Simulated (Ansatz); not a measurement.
ZnCu2SnSe4: reading a single point

```
CELL_PARAMETERS angstrom
0.00000 5.65946 0.00000
5.65946 0.00000 0.00000
2.82973 2.82973 -5.54309
ATOMIC_POSITIONS crystal
Sn 0.50000 0.50000 0.00000
Se 0.39730 0.39730 0.72360
Se 0.60270 0.12090 0.27640
Se 0.87910 0.87910 0.72360
Se 0.12090 0.60270 0.27640
Cu 0.75000 0.25000 0.50000
Cu 0.25000 0.75000 0.50000
Zn 0.00000 0.00000 0.00000
```

Level: PBE, no spin polarisation; 420 eV; 5×5×5 Γ-centred mesh; cold occupations (width 0.1876 eV); Ansatz 0.2.0, fixed geometry.

Question: Which element gives electrons and which takes them?

Answer: Bader charges in e: Zn +0.72, Cu +0.34, Sn +1.20, Se -0.65. In the mean Sn gives up most and Se takes most.

Question: Is it stable against the elements?

Answer: -0.30 eV an atom against the elements' usual phases (free molecules for gases, crystals otherwise, with no correction for O₂ or N₂), so it is bound against them; other compounds may still compete. Relaxing would lower it.

Question: Describe some of the short contacts.

Answer: Se–Cu at 2.35 Å: least valence density 0.49 e/Å³ and ELF 0.25 there. Sn–Se at 2.46 Å: least valence density 0.57 e/Å³ and ELF 0.51 there. Se–Zn at 2.58 Å: least valence density 0.35 e/Å³ and ELF 0.36 there. These are pseudo-fields; inside the PAW spheres they differ from the all-electron ones.

Question: Is the cell too large or too small?

Answer: The pressure is 6.8 GPa (compression positive), so with the atoms held at these fractions the cell would first expand; the forces are large, so a full relaxation may end otherwise.

Question: Which atom feels the largest force, and which way?

Answer: The largest is on Se3 (and as large on other atoms): 1.52 eV/Å, components (-1.07, 1.07, -0.09). It makes 87° with the line to a nearest neighbour, Cu6 at 2.35 Å.

Question: Metal or insulator?

Answer: It is a metal, with about 0.5 states/eV a cell as the mean within 0.25 eV of the Fermi level, mostly Se p (53 %) and Cu d (40 %).

Origin: a known structure type with other elements, at an estimated volume, so it need not be a known compound. Caveats: atoms or cell far from equilibrium; wide smearing.
